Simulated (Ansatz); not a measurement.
The system is ZrSe2.

```xyz
3
Lattice="3.7980 0.0000 0.0000 -1.8990 3.2892 0.0000 0.0000 0.0000 6.1920" Properties=species:S:1:pos:R:3 pbc="T T T"
Zr    0.0000    0.0000    0.0000
Se    1.8990    1.0964    4.6440
Se    0.0000    2.1928    1.5480
```

```yaml
Program: Ansatz 0.2.0
Task: relaxation of cell and atoms
Functional: RPBE
Dispersion: D4
Potentials_or_basis: Ansatz PAW
Cutoff: "420 eV (not typed: the program's choice for these potentials)"
k_mesh: 8 × 8 × 5
Occupations: fermi-dirac, width 0.05 eV
Spin: no spin polarisation
```

At the start: volume 25.78 Å³/atom.

Where does the relaxation end?

It ends after 5 steps and the volume is 24.27 Å³/atom (-5.9 %); space group P-3m1 (No. 164, to 0.05 Å).

The path:
```csv
step,energy change (eV),largest force (eV/Å),volume (Å³)
1,0.0000,0.3527,77.35
2,-0.0383,0.0171,73.47
3,-0.0389,0.0165,72.78
4,-0.0390,0.0015,72.81
5,-0.0386,0.0012,72.81
```

Final structure:
```
Zr Se
1.0
     3.73564    0.00000    0.00000
    -1.86782    3.23516    0.00000
     0.00000    0.00000    6.02497
Zr Se
1 2
Direct
  0.00000 0.00000 0.00000
  0.66667 0.33333 0.73395
  0.33333 0.66667 0.26605
```

Caveat: the plane-wave basis is chosen anew once the cell has moved, so the energies of steps on either side of that aren't comparable; the PAW data sets come from PBE, with cores solved anew for the run's functional, which leaves a small shift of forces and pressure.
